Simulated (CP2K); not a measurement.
**NbAs in CP2K: the effect of functional**

Crystal: NbAs.

```
CELL_PARAMETERS angstrom
6.32951 0.00000 0.00000
4.44718 4.50392 0.00000
-5.38835 -2.25196 2.44072
ATOMIC_POSITIONS crystal
Nb 0.50000 0.00000 0.50000
Nb 0.75000 0.75000 0.00000
As 0.91600 0.41600 0.50000
As 0.16600 0.16600 0.00000
```

Alike in all runs:

* Program: CP2K 2026.2
* Task: single point
* Potentials or basis: POTENTIAL_UZH Nb GTH-PBE-q13, As GTH-PBE-q5; TZVP-MOLOPT-PBE-GTH basis
* Density cutoff: 9184 eV
* k mesh: 11 × 11 × 11
* Occupations: fermi-dirac, width 0.05 eV
* Spin: no spin polarisation

Question: One run gave: pressure 6.9 GPa. Which functional did it use?
A. LDA
B. RPBE
C. PBEsol
D. MS2
E. AM05

Answer: B.

```tsv
functional	pressure (GPa)
LDA	-0.1
PBEsol	1.4
RPBE	6.9
AM05	0.5
MS2	4.6
```

Caveats: the potentials were made for another functional, which shifts forces and pressure; the basis of atomic orbitals isn't converged, which shifts pressures, moduli and gaps.

Runs at the PBE level aren't shown here.
